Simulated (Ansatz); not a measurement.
Input and command of a plane-wave DFT calculation in Ansatz:

```yaml
crystal:
  lattice:
    - [3.9005968931, 0.0, 0.0]
    - [-1.9502984466, 3.3780159994, 0.0]
    - [0.0, 0.0, 6.4433927721]
  atoms:
    - { symbol: Si, position: [0.6666666667, 0.3333333333, 0.874546342] }
    - { symbol: Si, position: [0.3333333333, 0.6666666667, 0.374546342] }
    - { symbol: Ge, position: [0.6666666667, 0.3333333333, 0.5470119802] }
    - { symbol: Ge, position: [0.3333333333, 0.6666666667, 0.0470119802] }
basis:
  ecutwfc: 420
kpoints:
  mp_grid: { grid: [12, 12, 6] }
hamiltonian:
  xc: pbesol
scf:
  occupations: { method: gaussian, width: 0.03 }
output:
  forces: true
  stress: true
  eigenvalues: true
```

```bash
ansatz run input.yaml --threads 1 --pin off --max-ram 2560MiB --backend cpu --events-out ev --progress --plain --runs-dir out
```

Processor: Intel(R) Xeon(R) Platinum 8259CL CPU @ 2.50GHz (Skylake/Cascade Lake), 1 thread, on a host shared with other jobs.

How long does it run, and how much memory does it take?

About 11 s on 1 thread of Intel(R) Xeon(R) Platinum 8259CL CPU @ 2.50GHz (Skylake/Cascade Lake) (shared host), peak memory 0.45 GiB. It solves 22 bands at 76 k points (the mesh reduced by symmetry) with about 1677 plane waves, in 7 SCF iterations.
